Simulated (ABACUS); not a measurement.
Ag, 1 atom in the cell. The structure is cubic, space group Fm-3m (No. 225). Conventional cell: a = 4.085 Å, b = 4.085 Å, c = 4.085 Å, α = 90.00°, β = 90.00°, γ = 90.00°. Around Ag (site symmetry m-3m) lie 12 Ag at 2.89 Å. 

* Program: ABACUS 3.10.1
* Task: relaxation of cell and atoms
* Functional: SCAN
* Potentials or basis: SG15 ONCV 1.2 PBE
* Cutoff: 1293 eV
* Density cutoff: 5170 eV
* Basis: plane waves
* k mesh: 7 × 7 × 7
* Occupations: fermi-dirac, width 0.05 eV
* Spin: no spin polarisation
* Max steps of the relaxation: 60
* Force threshold: 0.005 eV/Å
* Optimiser: cg
* Stress threshold: 0.5 kbar
* Radial cutoff of the potentials (pseudo_rcut): 10 bohr
* SCF threshold on the density: 1e-08
* Max SCF steps: 100
* Eigensolver: dav
* Mixing: broyden
* Mixing share: 0.7
* Symmetry key: 1
* Bands: 14

Potentials or basis: SG15 ONCV 1.2 PBE, plane waves.

The run is started by

```sh
$ OMP_NUM_THREADS=1 mpirun -np 4 abacus > log
```

Hardware: 4 MPI ranks on AMD EPYC 9R14 (Zen 4), on a shared host.

Question: How long does it take, and how much memory?

Answer: Run time: 18 s on 4 MPI ranks on AMD EPYC 9R14 (Zen 4), on a shared host, peak memory 0.36 GiB a rank. Counts: scf iterations 19, k points 20, bands 14, ion steps 3, ranks 4.
